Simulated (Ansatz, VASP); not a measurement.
## Two plane-wave programs on KCl (Sylvite)

```xyz
2
Lattice="0.0000 3.1465 3.1465 3.1465 0.0000 3.1465 3.1465 3.1465 0.0000" Properties=species:S:1:pos:R:3 pbc="T T T"
K     0.0311   -0.0414    0.0021
Cl    3.1708    3.1108    3.0997
```

Change from the starting cell: atoms moved at random, drawn with an rms of 0.05 Å.

Alike in both runs: task single point; functional PBE; k mesh 7 × 7 × 7; occupations fermi-dirac, width 0.05 eV; no spin polarisation.

|  | VASP | Ansatz |
| --- | --- | --- |
| version | VASP 6.6.1 | Ansatz 0.2.0 |
| potentials or method | VASP PAW PBE potentials, release 64 (K_sv, Cl) | Ansatz PAW |
| plane-wave cutoff (eV) | 520 | 420 |
| valence electrons in the cell | 16 | 16 |

```tsv
	VASP	Ansatz	Ansatz less VASP
gap on the k mesh at the Fermi level (eV)	5.19	5.19	+0.002
least direct gap on the mesh (eV)	5.19	5.19	+0.002
pressure (GPa)	0.8	0.8	-0.02
rms of the force components (eV/Å)	0.039	0.038	-0.0007
```

Atom by atom the forces differ by 0.001 eV/Å (rms over components).

Caveats: an odd mesh through Γ misses points on the zone boundary, where band edges often lie (VASP); odd divisions of the mesh miss points on the zone boundary, where band edges often lie, so the gap on the mesh can be too wide (Ansatz).
